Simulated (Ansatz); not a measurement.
Sn: strain energy, fitted

Sn, Fd-3m, a = 6.658 Å. Ansatz: PBE, PAW, 420 eV, Γ-centred 10×10×6 mesh on 4 atoms, Gaussian smearing 0.10 eV; no spin polarisation. Series: biaxial strain in the a-b plane, c and atoms relaxed; x is the strain in per cent. The axes a, b, c are those of the computed cell (4.708, 4.708, 6.658 Å), along [1 1 0], [-1 1 0], [0 0 1] of the cell named above. y is the free energy over the unstrained cell, V0 = 36.896 Å³/atom.

| x (%) | y (meV/atom) |
| --- | --- |
| -3.0 | 12.16 |
| -2.0 | 5.18 |
| -1.0 | 1.19 |
| 0.0 | 0.00 |
| 1.0 | 1.38 |
| 2.0 | 5.14 |
| 3.0 | ? |

Fit y = c2 x² + c3 x³ to the other rows, turn c2 into a modulus, and predict the missing energy.

Least squares on the rows shown. y = 1.305 x² − 0.01314 x³. In eV per unit strain² c2 is 13.05; M is the biaxial modulus (E = M V0 ε²): 13.05 × 160.2 / (36.896) = 57 GPa. With a term in x⁴ added, the coefficient of x² becomes 1.250, 4 % less, which shows how far this figure hangs on the form. At x = 3.0 the fit asked for gives 11.39 meV/atom. The run gave 11.05 meV/atom, so the fit is 0.34 meV/atom too high, 2.8 % of the span of the series, against an rms of 0.10 meV/atom on the fitted rows. The row lies outside the fitted range. With a term in x⁴ added, a fit to the same known rows predicts 12.07 meV/atom, further off still.